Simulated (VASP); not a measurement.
Crystal: InAs.

```
In As
1.0
     0.00000    3.01800    3.01800
     3.01800    0.00000    3.01800
     3.01800    3.01800    0.00000
In As
1 1
Cartesian
  0.0000 0.0000 0.0000
  4.5270 4.5270 4.5270
```

- Program: VASP 6.6.1
- Task: relaxation of cell and atoms
- Functional: BLYP
- Dispersion: D4
- Potentials or basis: VASP PAW PBE potentials, release 64 (In_d, As)
- Cutoff: 600 eV
- k mesh: 8 × 8 × 8
- Occupations: fermi-dirac, width 0.05 eV
- Spin: no spin polarisation

At the start: pressure 3.4 GPa; volume 27.49 Å³/atom.

Problem. Where does the relaxation end?

Solution. Over 3 steps the energy falls by 17.0 meV/atom and the volume is 29.16 Å³/atom (+6.1 %); space group F-43m (No. 216, to 0.05 Å).

Step by step:
```tsv
step	energy change (eV)	largest force (eV/Å)	pressure (GPa)	volume (Å³)
1	0.0000	0.0000	3.44	54.98
2	-0.0283	0.0000	-1.21	59.80
3	-0.0339	0.0000	0.01	58.32
```

Final structure:
```cif
data_structure
_symmetry_space_group_name_H-M 'P 1'
_symmetry_Int_Tables_number 1
_cell_length_a 4.3529
_cell_length_b 4.3529
_cell_length_c 4.3529
_cell_angle_alpha 60.000
_cell_angle_beta 60.000
_cell_angle_gamma 60.000
_cell_volume 58.32
loop_
_atom_site_label
_atom_site_type_symbol
_atom_site_fract_x
_atom_site_fract_y
_atom_site_fract_z
_atom_site_occupancy
In1 In 0.00000 0.00000 0.00000 1
As1 As 0.75000 0.75000 0.75000 1
```

Caveat: the PAW data sets were made with another functional, which shifts forces and pressure a little; pairwise dispersion overbinds metals, which lowers pressure and volume.
